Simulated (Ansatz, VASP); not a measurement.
One calculation of V, two programs

Contents of INCAR:

```
ALGO = Normal
EDIFF = 1E-7
ENCUT = 520
ISIF = 2
ISMEAR = -1
LASPH = True
LCHARG = False
LREAL = False
LWAVE = False
NBANDS = 12
NELM = 100
PREC = Accurate
SIGMA = 0.1
```

KPOINTS

```
k-points
0
Gamma
  2 2 2
```

File POSCAR:

```
V
1.0
   -1.4636513664      1.4636513664      1.4636513664
    1.4636513664     -1.4636513664      1.4636513664
    1.4636513664      1.4636513664     -1.4636513664
V
1
Direct
    0.0000000000      0.0000000000      0.0000000000
```

Input for Ansatz:

```yaml
crystal:
  lattice:
    - [-1.4636513664, 1.4636513664, 1.4636513664]
    - [1.4636513664, -1.4636513664, 1.4636513664]
    - [1.4636513664, 1.4636513664, -1.4636513664]
  atoms:
    - { symbol: V, position: [0.0, 0.0, 0.0] }
hamiltonian:
  xc: lda
  pseudopotentials:
    kind: paw
    azcp:
      V: "pseudopotentials/V.paw.azcp"
basis:
  ecutwfc: 420
  fft_grid_basis: typed
kpoints:
  mp_grid: { grid: [2, 2, 2], shift: [0, 0, 0] }
magnetization:
  spin_polarized: false
scf:
  occupations: { method: fermi_dirac, width: 0.1 }
  lower_state_search: "off"
output:
  stress: true
```

Alike in both runs: task single point; functional LDA; k mesh 2 × 2 × 2; occupations fermi-dirac, width 0.1 eV; no spin polarisation.

|  | VASP | Ansatz |
| --- | --- | --- |
| version | VASP 6.6.1 | Ansatz 0.2.0 |
| potentials or method | VASP PAW LDA potentials, release 64 (V_sv) | plane waves (420 eV) with PAW, scalar-relativistic |
| plane-wave cutoff (eV) | 520 | 420 |
| valence electrons in the cell | 13 | 13 |

Ansatz gave:

| Property | Result |
| --- | --- |
| pressure (GPa) | -28.1 |

Q: Which values does VASP return?

A: Pressure (GPa): -27.4.

Ansatz warned: «pseudo_functional_mismatch».

Caveats: the k mesh is coarse (spacing up to 1.52 Å⁻¹), so the values aren't converged; so large a pressure means that the cell lies far from this level's equilibrium, or that cutoff or potentials fall short (VASP).
